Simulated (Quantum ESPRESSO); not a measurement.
SrCl2:

```
Sr Cl
1.0
     0.00000    3.48835    3.48835
     3.48835    0.00000    3.48835
     3.48835    3.48835    0.00000
Sr Cl
1 2
Cartesian
  0.0000 0.0000 0.0000
  5.2325 5.2325 5.2325
  1.7442 1.7442 1.7442
```

Base run:

```yaml
Program: Quantum ESPRESSO 7.5
Functional: WC
Potentials_or_basis: PseudoDojo 0.4.1 SR PBE standard
Cutoff: 925 eV
Density_cutoff: 3701 eV
k_mesh: 4 × 4 × 4, shifted
Occupations: fermi-dirac, width 0.05 eV
Spin: no spin polarisation
```

Its results: pressure -1.0 GPa; electronic dielectric tensor (diagonal) 2.97.

**Question.** After a change of settings the same cell gave: pressure 2.8 GPa; electronic dielectric tensor (diagonal) 2.90. Which change was it?
A. functional from WC to PBEsol; potentials or basis from PseudoDojo 0.4.1 SR PBE standard to PseudoDojo 0.4.1 SR PBEsol standard
B. functional from WC to PBE; k mesh from 4 × 4 × 4, shifted to 10 × 10 × 10
C. functional from WC to PBE; k mesh from 4 × 4 × 4, shifted to 4 × 4 × 4
D. functional from WC to BLYP

**Answer.** D.

BLYP binds less tightly than WC, so the same cell stands under more pressure.

Caveats: the potentials were made for another functional, which shifts forces and pressure.
